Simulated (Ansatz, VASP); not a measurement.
## SiC in VASP and in Ansatz

The input INCAR:

```
ALGO = Normal
EDIFF = 1E-6
ENCUT = 520
GGA = PE
ISIF = 2
ISMEAR = 0
LASPH = T
LCHARG = F
LREAL = F
LWAVE = F
NBANDS = 16
NELM = 80
PREC = Accurate
SIGMA = 0.01
```

KPOINTS

```
k-points
0
Gamma
  9 9 4
```

The input POSCAR:

```
SiC
1.0
    3.1525781190      0.0000000000      0.0000000000
   -1.5762890595      2.7302127385      0.0000000000
    0.0000000000      0.0000000000      5.1738134850
Si C
2 2
Direct
    0.3333333333      0.6666666667      0.4995817070
    0.6666666667      0.3333333333      0.9995817070
    0.3333333333      0.6666666667      0.8754182930
    0.6666666667      0.3333333333      0.3754182930
```

Input for Ansatz:

```yaml
crystal:
  lattice:
    - [3.152578119, 0.0, 0.0]
    - [-1.5762890595, 2.7302127385, 0.0]
    - [0.0, 0.0, 5.173813485]
  atoms:
    - { symbol: Si, position: [0.3333333333, 0.6666666667, 0.499581707] }
    - { symbol: Si, position: [0.6666666667, 0.3333333333, 0.999581707] }
    - { symbol: C, position: [0.3333333333, 0.6666666667, 0.875418293] }
    - { symbol: C, position: [0.6666666667, 0.3333333333, 0.375418293] }
kpoints:
  mp_grid: { grid: [9, 9, 4] }
hamiltonian:
  xc: pbe
scf:
  occupations: { method: fixed }
  n_extra_bands: 5
output:
  forces: true
  stress: true
  eigenvalues: true
```

Alike in both runs: task single point; functional PBE; k mesh 9 × 9 × 4; no spin polarisation.

|  | VASP | Ansatz |
| --- | --- | --- |
| version | VASP 6.6.1 | Ansatz 0.2.0 |
| potentials or method | VASP PAW PBE potentials, release 64 (Si, C) | plane waves, PAW |
| plane-wave cutoff (eV) | 520 | 420 |
| occupations | gaussian, width 0.01 eV | fixed |
| valence electrons in the cell | 16 | 16 |

|  | VASP | Ansatz | Ansatz less VASP |
| --- | --- | --- | --- |
| gap on the k mesh at the Fermi level (eV) | 2.40 | 2.41 | +0.003 |
| pressure (GPa) | -11.1 | -11.1 | +0.03 |
| largest component of the traceless stress (GPa) | 0.16 | 0.16 | 0.000 |
| rms of the force components (eV/Å) | 0.007 | 0.007 | +0.0001 |

Atom by atom the forces differ by 0.000 eV/Å (rms over components).

Caveats: an odd mesh through Γ misses points on the zone boundary, where band edges often lie. Expect the measured gap to be larger: semilocal functionals such as PBE lack the derivative discontinuity.
